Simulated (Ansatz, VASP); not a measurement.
InPd: VASP beside Ansatz

POSCAR

```
InPd
1.0
    3.4625288945      0.8656322236      0.8656322236
    0.8656322236      3.4625288945      0.8656322236
    0.8656322236      0.8656322236      3.4625288945
In Pd
1 1
Direct
    0.0000000000      0.0000000000      0.0000000000
    0.5000000000      0.5000000000      0.5000000000
```

The input INCAR.step1:

```
PREC = Accurate
ENCUT = 520
ISMEAR = 0
SIGMA = 0.15
LREAL = F
LASPH = T
NELM = 100
NBANDS = 18
GGA = PE
ALGO = Normal
EDIFF = 1E-4
LWAVE = T
LCHARG = F
```

Contents of INCAR.step2:

```
PREC = Accurate
ENCUT = 520
EDIFF = 1E-6
ISMEAR = 0
SIGMA = 0.15
LREAL = F
LASPH = T
NELM = 100
ALGO = Normal
ISIF = 2
LWAVE = F
LCHARG = F
METAGGA = R2SCAN
LMIXTAU = T
NBANDS = 18
ISTART = 1
```

The input KPOINTS:

```
regular mesh
0
Gamma
  16 16 16
```

Input for Ansatz:

```yaml
crystal:
  lattice:
    - [3.4625288945, 0.8656322236, 0.8656322236]
    - [0.8656322236, 3.4625288945, 0.8656322236]
    - [0.8656322236, 0.8656322236, 3.4625288945]
  atoms:
    - { symbol: In, position: [0.0, 0.0, 0.0] }
    - { symbol: Pd, position: [0.5, 0.5, 0.5] }
basis:
  ecutwfc: 500
kpoints:
  mp_grid: { grid: [16, 16, 16] }
hamiltonian:
  xc: r2scan
scf:
  occupations: { method: gaussian, width: 0.15 }
output:
  forces: true
  stress: true
  eigenvalues: true
```

Alike in both runs: task single point; functional r2SCAN; k mesh 16 × 16 × 16; occupations gaussian, width 0.15 eV; no spin polarisation.

```csv
,VASP,Ansatz
version,VASP 6.6.1,Ansatz 0.2.0
potentials or method,"VASP PAW PBE potentials, release 64 (In_d, Pd)","scalar-relativistic, plane waves, PAW"
plane-wave cutoff (eV),520,500
valence electrons in the cell,23,31
```

|  | VASP | Ansatz | Ansatz less VASP |
| --- | --- | --- | --- |
| gap on the k mesh at the Fermi level (eV) | none | none | - |
| pressure (GPa) | 19.5 | 18.5 | -1.05 |

A gap of «none» marks a metal or a gap that the smearing closes. The two sets of potentials don't hold the same shells in valence.

Caveats: so large a pressure means that the cell lies far from this level's equilibrium, or that cutoff or potentials fall short (VASP); the potentials were made for another functional, which shifts forces and pressure (VASP).
